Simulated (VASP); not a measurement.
# Y (P6_3/mmc) in VASP: a series of runs

Runs on Y. Level: PBE. Tasks: relaxation of cell and atoms, electrostatic potential.

All numbers are computed with VASP 6.6.1; they aren't measurements. Logs are shortened: lines on timing, memory, paths and dates and some standing lists are left out, and cuts for length are marked.

## Step 1: The crystal as given

Symmetry: P6_3/mmc, No. 194, hexagonal system. Conventional cell: a = 3.600 Å, b = 3.600 Å, c = 5.620 Å, α = 90.00°, β = 90.00°, γ = 120.00°. Around Y (site symmetry -6m2) lie 12 Y at 3.50 to 3.60 Å.

The cell was built by a generator and needn't be a form met in nature.

## Step 2: Relaxation of cell and atoms, PBE

File INCAR:

```
ALGO = Normal ; EDIFF = 1E-6
EDIFFG = -0.005 ; ENCUT = 230
GGA = PE ; IBRION = 2
ISIF = 3 ; ISMEAR = 1
LASPH = True ; LCHARG = False
LREAL = False ; LWAVE = False
NELM = 120 ; NSW = 60
PREC = Accurate ; SIGMA = 0.1
```

File KPOINTS:

```
k-points
0
Gamma
  14 14 8
```

File POSCAR:

```
Y
1.0
    3.6000000000      0.0000000000      0.0000000000
   -1.8000000000      3.1176914500      0.0000000000
    0.0000000000      0.0000000000      5.6200000000
Y
2
Direct
    0.3333333300      0.6666666700      0.2500000000
    0.6666666700      0.3333333300      0.7500000000
```

Potentials or basis: VASP PAW PBE potentials, release 64 (Y_sv).

Launch:

```bash
$ cat potpaw_PBE.64/Y_sv/POTCAR > POTCAR
$ mpirun -np 1 vasp_std > vasp.out
```

OUTCAR:

```text
EDIFF = 1E-6
   EDIFFG = -0.005
   ENCUT = 230
   GGA = PE
   IBRION = 2
   ISIF = 3
   ISMEAR = 1
   LASPH = True
   LREAL = False
   NELM = 120
   NSW = 60
   PREC = Accurate

 ion  position               nearest neighbor table
   1  0.333  0.667  0.250-   2 3.50   2 3.50   2 3.50   2 3.50   2 3.50   2 3.50
   2  0.667  0.333  0.750-   1 3.50   1 3.50   1 3.50   1 3.50   1 3.50   1 3.50

  LATTYP: Found a hexagonal cell.
 ALAT       =     3.6000000000
 C/A-ratio  =     1.5611111111

  Lattice vectors:

 A1 = (   3.6000000000,   0.0000000000,   0.0000000000)
 A2 = (  -1.8000000000,   3.1176914500,   0.0000000000)
 A3 = (   0.0000000000,   0.0000000000,   5.6200000000)

Analysis of symmetry for initial positions (statically):
=====================================================================
 Subroutine PRICEL returns:
 Original cell was already a primitive cell.

 Routine SETGRP: Setting up the symmetry group for a
 hexagonal supercell.

 Subroutine GETGRP returns: Found 24 space group operations
 (whereof 12 operations were pure point group operations)
 out of a pool of 24 trial point group operations.

The static configuration has the point symmetry D_3d.
 The point group associated with its full space group is D_6h.

Analysis of symmetry for dynamics (positions and initial velocities):
=====================================================================
 Subroutine PRICEL returns:
 Original cell was already a primitive cell.

 Routine SETGRP: Setting up the symmetry group for a
 hexagonal supercell.

 Subroutine GETGRP returns: Found 24 space group operations
 (whereof 12 operations were pure point group operations)
 out of a pool of 24 trial point group operations.

The dynamic configuration has the point symmetry D_3d.
 The point group associated with its full space group is D_6h.

 Subroutine INISYM returns: Found 24 space group operations
 (whereof 12 operations are pure point group operations),
 and found     1 'primitive' translations

----------------------------------------------------------------------------------------

                                     Primitive cell

  volume of cell :      63.0771

  direct lattice vectors                    reciprocal lattice vectors
     3.600000000  0.000000000  0.000000000     0.277777778  0.160375075  0.000000000
    -1.800000000  3.117691450  0.000000000     0.000000000  0.320750150  0.000000000
     0.000000000  0.000000000  5.620000000     0.000000000  0.000000000  0.177935943

  length of vectors
     3.600000000  3.599999997  5.620000000     0.320750150  0.320750150  0.177935943

  position of ions in fractional coordinates (direct lattice)
     0.333333330  0.666666670  0.250000000
     0.666666670  0.333333330  0.750000000

  ion indices of the primitive-cell ions
   primitive index   ion index
                 1           1
                 2           2

----------------------------------------------------------------------------------------

 KPOINTS: k-points

Automatic generation of k-mesh.
 Grid dimensions read from file:
 generate k-points for:   14   14    8

 Generating k-lattice:

  Cartesian coordinates                     Fractional coordinates (reciprocal lattice)
     0.019841270  0.011455362  0.000000000     0.071428571  0.000000000  0.000000000
     0.000000000  0.022910725  0.000000000     0.000000000  0.071428571  0.000000000
     0.000000000  0.000000000  0.022241993     0.000000000  0.000000000  0.125000000

  Length of vectors
     0.022910725  0.022910725  0.022241993

  Shift w.r.t. Gamma in fractional coordinates (k-lattice)
     0.000000000  0.000000000  0.000000000

 Subroutine IBZKPT returns following result:
 ===========================================

 Found    120 irreducible k-points:

 Following reciprocal coordinates:
            Coordinates               Weight
  0.000000  0.000000  0.000000      1.000000
  0.071429 -0.000000  0.000000      6.000000
  0.142857  0.000000  0.000000      6.000000
  0.214286 -0.000000  0.000000      6.000000
  0.285714 -0.000000  0.000000      6.000000
  0.357143 -0.000000  0.000000      6.000000
[... 16 lines left out ...]
  0.285714  0.285714  0.000000      6.000000
  0.357143  0.285714  0.000000      6.000000
 [... further k-points ...]
   k-points           NKPTS =    120   k-points in BZ     NKDIM =    120   number of bands    NBANDS=     15
   number of dos      NEDOS =    301   number of ions     NIONS =      2
   total plane-waves  NPLWV =   9072
   dimension x,y,z NGX =    18 NGY =   18 NGZ =   28
   dimension x,y,z NGXF=    36 NGYF=   36 NGZF=   56
   ions per type =               2
   NGX,Y,Z   is equivalent  to a cutoff of   8.31,  8.31,  8.28 a.u.
   NGXF,Y,Z  is equivalent  to a cutoff of  16.62, 16.62, 16.57 a.u.
 SYSTEM =  unknown system
   PREC   = accura    normal or accurate (medium, high low for compatibility)
   ISTART =      0    job   : 0-new  1-cont  2-samecut
   ICHARG =      2    charge: 1-file 2-atom 10-const
   ISPIN  =      1    spin polarized calculation?
   LNONCOLLINEAR =      F non collinear calculations
   LSORBIT =      F    spin-orbit coupling
   LASPH  =      T    aspherical Exc in radial PAW
   ENCUT  =  230.0 eV  16.90 Ry    4.11 a.u.   4.45  4.45  6.95*2*pi/ulx,y,z
   NELM   =    120;   NELMIN=  2; NELMDL= -5     # of ELM steps
   EDIFF  = 0.1E-05   stopping-criterion for ELM
   LREAL  =      F    real-space projection
   EDIFFG = -.5E-02   stopping-criterion for IOM
   NSW    =     60    number of steps for IOM
   IBRION =      2    ionic relax: 0-MD 1-quasi-New 2-CG
   NFREE  =      1    steps in history (QN), initial steepest desc. (CG)
   ISIF   =      3    stress and relaxation
   ISYM   =      2    0-nonsym 1-usesym 2-fastsym
   POTIM  = 0.5000    time-step for ionic-motion
   TEBEG  =    0.0;   TEEND  =   0.0 temperature during run
   PSTRESS=    0.0 pullay stress
   NELECT =      22.0000    total number of electrons
   NUPDOWN=      -1.0000    fix difference up-down
   EMIN   =  10.00;   EMAX   =-10.00  energy-range for DOS
   EFERMI =   0.00;   METHOD = LEGACY
   ISMEAR =     1;   SIGMA  =   0.10  broadening in eV -4-tet -1-fermi 0-gaus
   EFERMI_NEDOS =   21; number of points for ismear=-14 and -15
   IALGO  =     38    algorithm
   IMIX   =      4    mixing-type and parameters
     AMIX     =   0.40;   BMIX     =  1.00
     AMIX_MAG =   1.60;   BMIX_MAG =  1.00
  volume/ion in A,a.u.               =      31.54       212.83
  Fermi-wavevector in a.u.,A,eV,Ry     =   1.152369  2.177663 18.067930  1.327955
  Thomas-Fermi vector in A             =   2.289021
   LORBIT       =      0    0 simple, 1 ext, 2 COOP (PROOUT), +10 PAW based schemes
   GGA     = PE    functional components
   LHFCALC =     F    Hartree Fock is set to
   AEXX    =    0.0000 exact exchange contribution
   IVDW    =     0    specifies the selected vdW correction
   LEPSILON=     F    determine dielectric tensor
   LRPA    =     F    only Hartree local field effects (RPA)
 conjugate gradient relaxation of ions
 non-spin polarized calculation
 Methfessel and Paxton  Order N= 1 SIGMA  =   0.10
  energy-cutoff  :      230.00
  volume of cell :       63.08
 maximum number of plane-waves:       523
 NGX is ok and might be reduce to    18
   NGX =  9   NGY =  9   NGZ = 13

--------------------------------------- Ionic step        1  -------------------------------------------

 number of electron      21.9999979 magnetization

 Free energy of the ion-electron system (eV)
  ---------------------------------------------------
  ext. energy  EPLUGINS =         0.00000000
  ---------------------------------------------------
  free energy    TOTEN  =       -12.83209606 eV

  energy without entropy =      -12.83420751  energy(sigma->0) =      -12.83279988

------------------------ aborting loop because EDIFF is reached ----------------------------------------

  FORCE on cell =-STRESS in cart. coord.  units (eV):
  Direction    XX          YY          ZZ          XY          YZ          ZX
  --------------------------------------------------------------------------------------
  -------------------------------------------------------------------------------------
  Total        0.5425568      0.5425568      0.3696269      0.0000000      0.0000000      0.0000000
  in kB       13.7810994     13.7810993      9.3886296      0.0000000      0.0000000      0.0000000
  external PRESSURE =      12.3169428 kB  Pullay stress =       0.0000000 kB
[... 201 lines left out ...]
  energy  without entropy=      -12.8417501335  energy(sigma->0) =      -12.84018491

--------------------------------------- Ionic step        7  -------------------------------------------

 number of electron      21.9999993 magnetization

 Free energy of the ion-electron system (eV)
  ---------------------------------------------------
  ext. energy  EPLUGINS =         0.00000000
  ---------------------------------------------------
  free energy    TOTEN  =       -12.83940494 eV

  energy without entropy =      -12.84175745  energy(sigma->0) =      -12.84018911

 E-fermi :   3.0551     XC(G=0):  -9.4717

 val. band max:        3.0492291558   @ k =   0.3571   0.1429   0.2500
 cond. band min:       3.0616786994   @ k =   0.2143   0.0714   0.3750
 fundamental gap:      0.0124495436
 Fermi energy:         3.0550564312

 k-point     1 :       0.0000    0.0000    0.0000
  band No.  band energies     occupation
      1     -39.5859      2.00000
      2     -39.5051      2.00000
      3     -19.8878      2.00000
      4     -19.3964      2.00000
      5     -19.3964      2.00000
      6     -19.2979      2.00000
      7     -19.2979      2.00000
      8     -19.2544      2.00000
      9      -1.6129      2.00000
     10       1.2163      2.00000
     11       4.0690     -0.00000
     12       4.8022     -0.00000
     13       4.8022     -0.00000
     14       5.2074      0.00000
     15       5.4385      0.00000
[... 397 lines left out ...]
 k-point    24 :       0.3571    0.2857    0.0000
  band No.  band energies     occupation
      1     -39.5095      2.00000
      2     -39.5029      2.00000
      3     -19.7116      2.00000
      4     -19.6081      2.00000
      5     -19.6061      2.00000
      6     -19.5417      2.00000
      7     -19.4905      2.00000
      8     -19.4857      2.00000
      9       2.2227      2.00000
     10       2.3297      2.00000
     11       2.5024      2.00000
     12       2.5744      2.00000
     13       4.1369     -0.00000
     14       4.2311     -0.00000
     15       5.4326      0.00000

 [... further k-points ...]

------------------------ aborting loop because EDIFF is reached ----------------------------------------

  FORCE on cell =-STRESS in cart. coord.  units (eV):
  Direction    XX          YY          ZZ          XY          YZ          ZX
  --------------------------------------------------------------------------------------
  -------------------------------------------------------------------------------------
  Total       -0.0049704     -0.0049704     -0.0047589      0.0000000     -0.0000000      0.0000000
  in kB       -0.1226747     -0.1226747     -0.1174562      0.0000000     -0.0000000      0.0000000
  external PRESSURE =      -0.1209352 kB  Pullay stress =       0.0000000 kB
[... 17 lines left out ...]
  FREE ENERGIE OF THE ION-ELECTRON SYSTEM (eV)
  ---------------------------------------------------
  free  energy   TOTEN  =       -12.8394049424 eV

  energy  without entropy=      -12.8417574543  energy(sigma->0) =      -12.84018911

 reached required accuracy - stopping structural energy minimisation
```

Run time: 2.8 min. Hardware: 1 thread of Intel Xeon Platinum 8559C (Emerald Rapids), shared host; peak memory 0.15 GiB.

The run converged, but some of its settings lie outside the range that counts as converged, so its numbers aren't taken as properties of the crystal.

What came out:

| Quantity | Value |
| --- | --- |
| Free energy | -12.8394 eV |
| Relaxed volume | 32.46 Å³/atom |
| Relaxed cell | a = 3.643 Å, b = 3.643 Å, c = 5.649 Å, α = 90.00°, β = 90.00°, γ = 120.00° |
| Space group after relaxing (to 0.05 Å) | P6_3/mmc (No. 194) |
| Energy gained by relaxing | 3.7 meV/atom |
| Ionic steps | 7 |
| Band gap on the k mesh | none (metal or under the smearing width) |

Caveat: the cutoff is under 1.25 times the usual one of these potentials, so pressure, stress and relaxed cells hold a basis-set (Pulay) error.

## Step 3: Electrostatic potential, PBE

This run uses another cell than the first one, of 32.46 Å³/atom, 1.029 times its volume.

File INCAR:

```
PREC = Accurate
ENCUT = 230
EDIFF = 1E-6
ISMEAR = 1
SIGMA = 0.1
LREAL = F
LASPH = T
NELM = 100
ALGO = Normal
ISIF = 2
LWAVE = F
LCHARG = T
GGA = PE
LVHAR = T
```

File KPOINTS:

```
regular mesh
0
Gamma
  14 14 8
```

File POSCAR:

```
Y                                       
1.0
    3.6427443070     -0.0000000000      0.0000000000
   -1.8213721535      3.1547091056      0.0000000000
    0.0000000000     -0.0000000000      5.6488111011
  Y             
     2
Direct
     0.3333333300000021    0.6666666699999979    0.2500000000000000
     0.6666666699999979    0.3333333300000021    0.7500000000000000
```

Potentials or basis: VASP PAW PBE potentials, release 64 (Y_sv).

Launch:

```bash
$ cat potpaw_PBE.64/Y_sv/POTCAR > POTCAR
$ mpirun -np 1 vasp_std > vasp.out
```

Run time: 42 s. Hardware: 1 thread of Intel Xeon Platinum 8559C (Emerald Rapids), shared host; peak memory 0.15 GiB.

The run converged. Its results:

- Free energy: -12.8446 eV
- Band gap on the k mesh: none (metal or under the smearing width)

Levels at points of the mesh, in eV from the Fermi level:
| k point | band 7 | band 8 | band 9 | band 10 | band 11 | band 12 | band 13 | band 14 | band 15 |
| --- | --- | --- | --- | --- | --- | --- | --- | --- | --- |
| (0.00, 0.00, 0.00) | -22.35 | -22.31 | -4.67 | -1.84 | 1.01 | 1.75 | 1.75 | 2.15 | 2.38 |
| (0.50, 0.00, 0.00) | -22.48 | -22.41 | -1.66 | -1.20 | -0.81 | -0.11 | 1.43 | 1.47 | 2.15 |
| (0.00, 0.00, 0.50) | -22.40 | -22.40 | -3.20 | -3.20 | 1.01 | 1.01 | 1.65 | 1.65 | 1.65 |
| (0.50, 0.00, 0.50) | -22.46 | -22.46 | -1.65 | -1.65 | 0.10 | 0.10 | 1.43 | 1.43 | 2.77 |

Caveat: the cutoff is under 1.25 times the usual one of these potentials, so pressure, stress and relaxed cells hold a basis-set (Pulay) error.

## Step 4: Relaxation of cell and atoms, PBE

File INCAR:

```
SYSTEM = Y
ALGO     = Normal         ! electronic algorithm
EDIFF    = 1E-6           ! SCF threshold, eV
EDIFFG   = -0.005         ! ionic threshold
ENCUT    = 230            ! plane-wave cutoff, eV
GGA      = PE             ! functional
IBRION   = 2              ! ionic algorithm
ISIF     = 3              ! what is computed and relaxed
ISMEAR   = 1              ! smearing method
LASPH    = .True.         ! aspherical terms in the spheres
LCHARG   = .False.        ! write CHGCAR
LREAL    = .False.        ! projectors in reciprocal space
LWAVE    = .False.        ! write WAVECAR
NELM     = 120            ! most SCF steps
NSW      = 40             ! ionic steps
PREC     = Accurate       ! precision mode
SIGMA    = 0.1            ! smearing width, eV
```

File KPOINTS:

```
k-points
0
Gamma
  14 14 8
  0 0 0
```

File POSCAR:

```
Y
1.0
    3.6000000000      0.0000000000      0.0000000000
   -1.8000000000      3.1176914500      0.0000000000
    0.0000000000      0.0000000000      5.6200000000
Y
2
Direct
    0.3333333300      0.6666666700      0.2500000000
    0.6666666700      0.3333333300      0.7500000000
```

Launch:

```bash
$ cat potpaw_PBE.64/Y_sv/POTCAR > POTCAR
$ mpirun -np 1 vasp_std > vasp.out
```

Wall time 1.9 min (1 thread of AMD EPYC 7R13 (Zen 3), shared host); peak memory 0.13 GiB.

The run converged, but some of its settings lie outside the range that counts as converged, so its numbers aren't taken as properties of the crystal.

Results:

| Property | Result |
| --- | --- |
| Free energy | -12.8394 eV |
| Relaxed volume | 32.46 Å³/atom |
| Relaxed cell | a = 3.643 Å, b = 3.643 Å, c = 5.649 Å, α = 90.00°, β = 90.00°, γ = 120.00° |
| Space group after relaxing (to 0.05 Å) | P6_3/mmc (No. 194) |
| Energy gained by relaxing | 3.7 meV/atom |
| Ionic steps | 7 |
| Band gap on the k mesh | none (metal or under the smearing width) |

Caveat: the cutoff is under 1.25 times the usual one of these potentials, so pressure, stress and relaxed cells hold a basis-set (Pulay) error.

(Continued in part 2 of 2.)
